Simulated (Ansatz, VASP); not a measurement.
**One calculation of Pt, two programs**

Contents of INCAR:

```
PREC = Accurate
ENCUT = 520
EDIFF = 1E-6
ISMEAR = -1
SIGMA = 0.1
LREAL = False
LASPH = True
NELM = 60
ALGO = Normal
ISIF = 2
LWAVE = False
LCHARG = False
GGA = CA
NBANDS = 11
```

KPOINTS

```
regular mesh
0
Gamma
  19 19 19
```

File POSCAR:

```
Pt
1.0
   -1.4402439000      1.4402439000      1.4402439000
    1.4402439000     -1.4402439000      1.4402439000
    1.4402439000      1.4402439000     -1.4402439000
Pt
1
Direct
    0.0000000000      0.0000000000      0.0000000000
```

Input for Ansatz:

```yaml
crystal:
  lattice:
    - [-1.4402439, 1.4402439, 1.4402439]
    - [1.4402439, -1.4402439, 1.4402439]
    - [1.4402439, 1.4402439, -1.4402439]
  atoms:
    - { symbol: Pt, position: [0.0, 0.0, 0.0] }
kpoints:
  mp_grid: { grid: [19, 19, 19] }
scf:
  occupations: { method: fermi_dirac, width: 0.1 }
hamiltonian:
  xc: lda
  pseudopotentials: { kind: paw }
output:
  forces: true
  stress: true
  eigenvalues: true
  populations: true
```

Change from the starting cell: volume scaled by 0.8, PAW files.

Alike in both runs: task single point; functional LDA; k mesh 19 × 19 × 19; occupations fermi-dirac, width 0.1 eV; no spin polarisation.

|  | VASP | Ansatz |
| --- | --- | --- |
| version | VASP 6.6.1 | Ansatz 0.2.0 |
| potentials or method | VASP PAW LDA potentials, release 64 (Pt) | PAW with Ansatz's default frozen-core files, scalar-relativistic |
| plane-wave cutoff (eV) | 520 | 420 |
| valence electrons in the cell | 10 | 18 |

Ansatz gave:

| Property | Result |
| --- | --- |
| pressure (GPa) | 117.1 |

**Question.** Estimate VASP's values.

**Answer.** Pressure (GPa): 119.7.

The two sets of potentials don't hold the same shells in valence.

Caveats: the cell as given lies far from equilibrium; so large a pressure means that the cell lies far from this level's equilibrium, or that cutoff or potentials fall short (VASP). Spin-orbit coupling is left out, which matters for the levels of Pt.
